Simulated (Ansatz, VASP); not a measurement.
**Cd: VASP beside Ansatz**

The input INCAR:

```
SYSTEM = Cd
ALGO     = Normal         ! electronic algorithm
EDIFF    = 1E-7           ! SCF threshold, eV
ENCUT    = 520            ! plane-wave cutoff, eV
GGA      = PE             ! functional
ISIF     = 2              ! what is computed and relaxed
ISMEAR   = 0              ! smearing method
LASPH    = .True.         ! aspherical terms in the spheres
LCHARG   = .True.         ! write CHGCAR
LELF     = .True.         ! ELF
LREAL    = .False.        ! projectors in reciprocal space
LVHAR    = .True.       
LWAVE    = .False.        ! write WAVECAR
NBANDS   = 12             ! bands
NELM     = 100            ! most SCF steps
PREC     = Accurate       ! precision mode
SIGMA    = 0.1            ! smearing width, eV
```

KPOINTS

```
k-points
0
Gamma
  8 8 8
  0 0 0
```

Contents of POSCAR:

```
Cd
1.0
   -1.5458648465      1.5458648465      2.3518078511
    1.5458648465     -1.5458648465      2.3518078511
    1.5458648465      1.5458648465     -2.3518078511
Cd
1
Direct
    0.0000000000      0.0000000000      0.0000000000
```

Input for Ansatz:

```yaml
crystal:
  lattice:
    - [-1.5458648465, 1.5458648465, 2.3518078511]
    - [1.5458648465, -1.5458648465, 2.3518078511]
    - [1.5458648465, 1.5458648465, -2.3518078511]
  atoms:
    - { symbol: Cd, position: [0.0, 0.0, 0.0] }
basis:
  ecutwfc: 420
kpoints:
  mp_grid: { grid: [8, 8, 8] }
hamiltonian:
  xc: pbe
scf:
  occupations: { method: gaussian, width: 0.1 }
  lower_state_search: "off"
output:
  forces: true
  stress: true
  eigenvalues: true
```

Alike in both runs: task single point; functional PBE; k mesh 8 × 8 × 8; occupations gaussian, width 0.1 eV; no spin polarisation.

|  | VASP | Ansatz |
| --- | --- | --- |
| version | VASP 6.6.1 | Ansatz 0.2.0 |
| potentials or method | VASP PAW PBE potentials, release 64 (Cd) | scalar-relativistic, plane waves, PAW |
| plane-wave cutoff (eV) | 520 | 420 |
| valence electrons in the cell | 12 | 20 |

Ansatz gave:

* gap on the k mesh at the Fermi level (eV): none
* pressure (GPa): 0.8
* largest component of the traceless stress (GPa): 1.67

**Question.** What did VASP give for the same quantities?

**Answer.** gap on the k mesh at the Fermi level (eV): none; pressure (GPa): 1.1; largest component of the traceless stress (GPa): 1.69.

A gap of «none» marks a metal or a gap that the smearing closes. The two sets of potentials don't hold the same shells in valence.
